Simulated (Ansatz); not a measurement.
Relaxed-ion elastic tensor of Sb$_{2}$Te$_{3}$ in space group R-3m (No. 166; Sb on 6c, Te on 6c, Te on 3a) in GPa (Voigt order), r²SCAN+D4 in the plane-wave PAW code Ansatz; density 6.29 g/cm³, 33.06 Å³ per atom.

```json
[
 {"": "1", "1": "75.4", "2": "19.1", "3": "17.3", "4": "-9.5", "5": "0.0", "6": "0.0"},
 {"": "2", "1": "19.1", "2": "75.4", "3": "17.3", "4": "9.5", "5": "0.0", "6": "0.0"},
 {"": "3", "1": "17.3", "2": "17.3", "3": "30.4", "4": "0.0", "5": "0.0", "6": "0.0"},
 {"": "4", "1": "-9.5", "2": "9.5", "3": "0.0", "4": "18.4", "5": "0.0", "6": "0.0"},
 {"": "5", "1": "0.0", "2": "0.0", "3": "0.0", "4": "0.0", "5": "18.4", "6": "-9.5"},
 {"": "6", "1": "0.0", "2": "0.0", "3": "0.0", "4": "0.0", "5": "-9.5", "6": "28.1"}
]
```

**Question.** Is the crystal mechanically stable?

**Answer.** Yes: the smallest eigenvalue of C is 12.6 GPa.

**Question.** Work out the Voigt, Reuss and Hill averages.

**Answer.** K_V = 32.1, K_R = 26.4, K_H = 29.3; G_V = 21.5, G_R = 16.6, G_H = 19.0 GPa.

**Question.** Give Young's modulus, Poisson's ratio, Pugh's ratio and the universal anisotropy index.

**Answer.** E = 9KG/(3K + G) = 46.9 GPa; ν = 0.23; K/G = 1.54 (brittle by the Pugh limit of 1.75); A_U = 5G_V/G_R + K_V/K_R − 6 = 1.70.

**Question.** Estimate the sound speeds and the Debye temperature.

**Answer.** v_l = √((K + 4G/3)/ρ) = 2950 m/s, v_t = √(G/ρ) = 1740 m/s, mean 1930 m/s; Θ = (h/k)(3n/4πV)^(1/3) v_m = 179 K.

**Question.** How much does each axis shrink under pressure?

**Answer.** Linear compressibilities β_i = Σ_j S_ij (j = 1 to 3): x 5.8, y 5.8, z 26 per TPa.

The cell was relaxed with r²SCAN+D4 under the symmetry of its start. Spin–orbit coupling is left out wherever it is not named.

Potentials: the later of the program's two PAW sets.
